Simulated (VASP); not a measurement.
# Os (Fm-3m) in VASP: a series of runs, part 2 of 2

VASP 6.6.1.

**3. Relaxation of cell and atoms, PBEsol**

Input file INCAR:

```
ALGO = Normal
EDIFF = 1E-6
EDIFFG = -0.01
ENCUT = 600
GGA = PS
IBRION = 2
ISIF = 3
ISMEAR = 0
LASPH = True
LCHARG = False
LREAL = False
LWAVE = False
NELM = 100
NSW = 100
PREC = Accurate
SIGMA = 0.1
```

Input file KPOINTS:

```
k-points
0
Gamma
  24 24 24
```

Input file POSCAR:

```
Os
1.0
    0.0000000000      1.9102368011      1.9102368011
    1.9102368011      0.0000000000      1.9102368011
    1.9102368011      1.9102368011      0.0000000000
Os
1
Direct
    0.0000000000      0.0000000000      0.0000000000
```

Potentials or basis: VASP PAW PBE potentials, release 64 (Os).

Started as:

```bash
> cat potpaw_PBE.64/Os/POTCAR > POTCAR
> mpirun -np 1 vasp_std > vasp.out
```

OUTCAR:

```text
EDIFF = 1E-6
   EDIFFG = -0.01
   ENCUT = 600
   GGA = PS
   IBRION = 2
   ISIF = 3
   ISMEAR = 0
   LASPH = True
   LREAL = False
   NELM = 100
   NSW = 100
   PREC = Accurate

 ion  position               nearest neighbor table
   1  0.000  0.000  0.000-

  LATTYP: Found a face centered cubic cell.
 ALAT       =     3.8204736022

  Lattice vectors:

 A1 = (   0.0000000000,   1.9102368011,   1.9102368011)
 A2 = (   1.9102368011,   0.0000000000,   1.9102368011)
 A3 = (   1.9102368011,   1.9102368011,   0.0000000000)

Analysis of symmetry for initial positions (statically):
=====================================================================
 Subroutine PRICEL returns:
 Original cell was already a primitive cell.

 Routine SETGRP: Setting up the symmetry group for a
 face centered cubic supercell.

 Subroutine GETGRP returns: Found 48 space group operations
 (whereof 48 operations were pure point group operations)
 out of a pool of 48 trial point group operations.

The static configuration has the point symmetry O_h .

Analysis of symmetry for dynamics (positions and initial velocities):
=====================================================================
 Subroutine PRICEL returns:
 Original cell was already a primitive cell.

 Routine SETGRP: Setting up the symmetry group for a
 face centered cubic supercell.

 Subroutine GETGRP returns: Found 48 space group operations
 (whereof 48 operations were pure point group operations)
 out of a pool of 48 trial point group operations.

The dynamic configuration has the point symmetry O_h .

 Subroutine INISYM returns: Found 48 space group operations
 (whereof 48 operations are pure point group operations),
 and found     1 'primitive' translations

----------------------------------------------------------------------------------------

                                     Primitive cell

  volume of cell :      13.9409

  direct lattice vectors                    reciprocal lattice vectors
     0.000000000  1.910236801  1.910236801    -0.261747653  0.261747653  0.261747653
     1.910236801  0.000000000  1.910236801     0.261747653 -0.261747653  0.261747653
     1.910236801  1.910236801  0.000000000     0.261747653  0.261747653 -0.261747653

  length of vectors
     2.701482791  2.701482791  2.701482791     0.453360234  0.453360234  0.453360234

  position of ions in fractional coordinates (direct lattice)
     0.000000000  0.000000000  0.000000000

  ion indices of the primitive-cell ions
   primitive index   ion index
                 1           1

----------------------------------------------------------------------------------------

 KPOINTS: k-points

Automatic generation of k-mesh.
 Grid dimensions read from file:
 generate k-points for:   24   24   24

 Generating k-lattice:

  Cartesian coordinates                     Fractional coordinates (reciprocal lattice)
    -0.010906152  0.010906152  0.010906152     0.041666667  0.000000000  0.000000000
     0.010906152 -0.010906152  0.010906152     0.000000000  0.041666667  0.000000000
     0.010906152  0.010906152 -0.010906152     0.000000000  0.000000000  0.041666667

[... 44 lines left out ...]
   NGX,Y,Z   is equivalent  to a cutoff of  14.77, 14.77, 14.77 a.u.
   NGXF,Y,Z  is equivalent  to a cutoff of  29.54, 29.54, 29.54 a.u.
 SYSTEM =  unknown system
   PREC   = accura    normal or accurate (medium, high low for compatibility)
   ISTART =      0    job   : 0-new  1-cont  2-samecut
   ICHARG =      2    charge: 1-file 2-atom 10-const
   ISPIN  =      1    spin polarized calculation?
   LNONCOLLINEAR =      F non collinear calculations
   LSORBIT =      F    spin-orbit coupling
   LASPH  =      T    aspherical Exc in radial PAW
   ENCUT  =  600.0 eV  44.10 Ry    6.64 a.u.   5.40  5.40  5.40*2*pi/ulx,y,z
   NELM   =    100;   NELMIN=  2; NELMDL= -5     # of ELM steps
   EDIFF  = 0.1E-05   stopping-criterion for ELM
   LREAL  =      F    real-space projection
   EDIFFG = -.1E-01   stopping-criterion for IOM
   NSW    =    100    number of steps for IOM
   IBRION =      2    ionic relax: 0-MD 1-quasi-New 2-CG
   NFREE  =      1    steps in history (QN), initial steepest desc. (CG)
   ISIF   =      3    stress and relaxation
   ISYM   =      2    0-nonsym 1-usesym 2-fastsym
   POTIM  = 0.5000    time-step for ionic-motion
   TEBEG  =    0.0;   TEEND  =   0.0 temperature during run
   PSTRESS=    0.0 pullay stress
   NELECT =       8.0000    total number of electrons
   NUPDOWN=      -1.0000    fix difference up-down
   EMIN   =  10.00;   EMAX   =-10.00  energy-range for DOS
   EFERMI =   0.00;   METHOD = LEGACY
   ISMEAR =     0;   SIGMA  =   0.10  broadening in eV -4-tet -1-fermi 0-gaus
   EFERMI_NEDOS =   21; number of points for ismear=-14 and -15
   IALGO  =     38    algorithm
   IMIX   =      4    mixing-type and parameters
     AMIX     =   0.40;   BMIX     =  1.00
     AMIX_MAG =   1.60;   BMIX_MAG =  1.00
  volume/ion in A,a.u.               =      13.94        94.08
  Fermi-wavevector in a.u.,A,eV,Ry     =   1.360424  2.570829 25.181030  1.850753
  Thomas-Fermi vector in A             =   2.487087
   LORBIT       =      0    0 simple, 1 ext, 2 COOP (PROOUT), +10 PAW based schemes
   GGA     = PS    functional components
   LHFCALC =     F    Hartree Fock is set to
   AEXX    =    0.0000 exact exchange contribution
   IVDW    =     0    specifies the selected vdW correction
   LEPSILON=     F    determine dielectric tensor
   LRPA    =     F    only Hartree local field effects (RPA)
 conjugate gradient relaxation of ions
 non-spin polarized calculation
 Gauss-broadening in eV      SIGMA  =   0.10
  energy-cutoff  :      600.00
  volume of cell :       13.94
 maximum number of plane-waves:       487
 NGX is ok and might be reduce to    24
   NGX = 11   NGY = 11   NGZ = 11

--------------------------------------- Ionic step        1  -------------------------------------------

 number of electron       8.0000000 magnetization

 Free energy of the ion-electron system (eV)
  ---------------------------------------------------
  ext. energy  EPLUGINS =         0.00000000
  ---------------------------------------------------
  free energy    TOTEN  =       -12.10029791 eV

  energy without entropy =      -12.09505998  energy(sigma->0) =      -12.09767895

------------------------ aborting loop because EDIFF is reached ----------------------------------------

  FORCE on cell =-STRESS in cart. coord.  units (eV):
  Direction    XX          YY          ZZ          XY          YZ          ZX
  --------------------------------------------------------------------------------------
  -------------------------------------------------------------------------------------
  Total        0.0635292      0.0635292      0.0635292      0.0000000     -0.0000000      0.0000000
  in kB        7.3011676      7.3011676      7.3011676      0.0000000     -0.0000000      0.0000000
  external PRESSURE =       7.3011676 kB  Pullay stress =       0.0000000 kB
[... 57 lines left out ...]
--------------------------------------- Ionic step        3  -------------------------------------------

 number of electron       8.0000000 magnetization

 Free energy of the ion-electron system (eV)
  ---------------------------------------------------
  ext. energy  EPLUGINS =         0.00000000
  ---------------------------------------------------
  free energy    TOTEN  =       -12.10034923 eV

  energy without entropy =      -12.09509905  energy(sigma->0) =      -12.09772414

 E-fermi :   9.2089     XC(G=0): -14.1623

 val. band max:        9.2055554837   @ k =   0.3333   0.1667   0.0417
 cond. band min:       9.2117829851   @ k =  -0.2500   0.0417   0.0000
 fundamental gap:      0.0062275013
 Fermi energy:         9.2089290426

 k-point     1 :       0.0000    0.0000    0.0000
  band No.  band energies     occupation
      1      -1.6796      2.00000
      2       6.1898      2.00000
      3       6.1898      2.00000
      4       6.1898      2.00000
      5       9.2696      0.39059
      6       9.2696      0.39059
      7      23.4820      0.00000
      8      29.2963      0.00000
[... 243 lines left out ...]
 k-point    24 :       0.4583    0.0417    0.0000
  band No.  band energies     occupation
      1       1.5356      2.00000
      2       5.9886      2.00000
      3       6.1510      2.00000
      4       8.2784      2.00000
      5      11.6376      0.00000
      6      11.6453      0.00000
      7      18.7615      0.00000
      8      23.3936      0.00000

 [... further k-points ...]

------------------------ aborting loop because EDIFF is reached ----------------------------------------

  FORCE on cell =-STRESS in cart. coord.  units (eV):
  Direction    XX          YY          ZZ          XY          YZ          ZX
  --------------------------------------------------------------------------------------
  -------------------------------------------------------------------------------------
  Total        0.0008595      0.0008595      0.0008595      0.0000000      0.0000000      0.0000000
  in kB        0.0986200      0.0986200      0.0986200      0.0000000      0.0000000      0.0000000
  external PRESSURE =       0.0986200 kB  Pullay stress =       0.0000000 kB
[... 16 lines left out ...]
  FREE ENERGIE OF THE ION-ELECTRON SYSTEM (eV)
  ---------------------------------------------------
  free  energy   TOTEN  =       -12.1003492284 eV

  energy  without entropy=      -12.0950990527  energy(sigma->0) =      -12.09772414

 reached required accuracy - stopping structural energy minimisation
```

OSZICAR:

```text
N       E                     dE             d eps       ncg     rms          rms(c)
DAV:   1     0.368344254614E+02    0.36834E+02   -0.47076E+03  6704   0.105E+03
DAV:   2    -0.118476511163E+02   -0.48682E+02   -0.47040E+02  6752   0.233E+02
[... 20 lines left out ...]
DAV:   1    -0.121018766667E+02   -0.25963E-02   -0.45445E-02  7392   0.190E+00    0.571E-01
DAV:   2    -0.121005817557E+02    0.12949E-02   -0.21124E-03  8448   0.459E-01    0.211E-01
DAV:   3    -0.121003395886E+02    0.24217E-03   -0.94570E-04  8736   0.295E-01    0.143E-02
DAV:   4    -0.121003470543E+02   -0.74657E-05   -0.90565E-06  7816   0.225E-02    0.486E-03
DAV:   5    -0.121003491601E+02   -0.21058E-05   -0.21640E-06  8488   0.106E-02    0.130E-03
DAV:   6    -0.121003492284E+02   -0.68355E-07   -0.80033E-08  3512   0.362E-03
   3 F= -.12100349E+02 E0= -.12097724E+02  d E =-.513148E-04
```

It took 44 s on 1 thread of Intel Xeon Platinum 8488C (Sapphire Rapids), shared host; peak memory 0.2 GiB.

What came out:

```
Free energy                            : -12.1003 eV
Relaxed volume                         : 13.96 Å³/atom
Relaxed cell                           : a = 2.703 Å, b = 2.703 Å, c = 2.703 Å, α = 60.00°, β = 60.00°, γ = 60.00°
Space group after relaxing (to 0.05 Å) : Fm-3m (No. 225)
Energy gained by relaxing              : 0.1 meV/atom
Ionic steps                            : 3
Pressure after relaxing                : 0.0 GPa
Band gap on the k mesh                 : none (metal or under the smearing width)
```

Final structure:
```yaml
crystal:
  lattice:
    - [0.00000, 1.91129, 1.91129]
    - [1.91129, 0.00000, 1.91129]
    - [1.91129, 1.91129, 0.00000]
  atoms:
    - { symbol: Os, position: [0.00000, 0.00000, 0.00000] }
```

Levels at points of the mesh, in eV from the Fermi level:
```
           k point  band 1  band 2  band 3  band 4  band 5  band 6  band 7  band 8
(0.00, 0.00, 0.00)  -10.89   -3.02   -3.02   -3.02    0.06    0.06   14.27   20.09
(0.50, 0.00, 0.00)   -7.75   -3.18   -3.18   -0.25    2.49    2.49    9.03   13.79
(0.50, 0.50, 0.00)   -7.65   -6.93    2.35    2.46    3.19    3.19   12.28   12.28
```

Caveat: the PAW data sets were made with another functional, which shifts forces and pressure a little. The run has no spin-orbit coupling, so splittings on Os are missing.
